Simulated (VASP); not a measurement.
Input of a VASP 6.6.1 run:

File INCAR:

```
PREC     = Accurate       # precision mode
ENCUT    = 520            # plane-wave cutoff, eV
EDIFF    = 1E-6           # SCF threshold, eV
ISMEAR   = 0              # smearing method
SIGMA    = 0.15           # smearing width, eV
LREAL    = F              # projectors in reciprocal space
LASPH    = T              # aspherical terms in the spheres
NELM     = 60             # most SCF steps
ALGO     = Fast           # electronic algorithm
ISIF     = 2              # what is computed and relaxed
LWAVE    = F              # write WAVECAR
LCHARG   = F              # write CHGCAR
GGA      = PE             # functional
NBANDS   = 17             # bands
```

Contents of KPOINTS:

```
regular mesh
0
Gamma
  12 12 6
```

Contents of POSCAR:

```
Sr
1.0
    4.2677565828      0.0000000000      0.0000000000
   -2.1338782914      3.6959856179      0.0000000000
    0.0000000000      0.0000000000      7.0133159835
Sr
2
Direct
    0.3333333333      0.6666666667      0.2500000000
    0.6666666667      0.3333333333      0.7500000000
```

Potentials or basis: VASP PAW PBE potentials, release 64 (Sr_sv).

The run is started by

```console
$ cat potpaw_PBE.64/Sr_sv/POTCAR > POTCAR
$ mpirun -np 1 vasp_std > vasp.out
```

Estimate the band gap on the k mesh.

none (metal or under the smearing width).

What does it give for the pressure?

0.0 GPa.
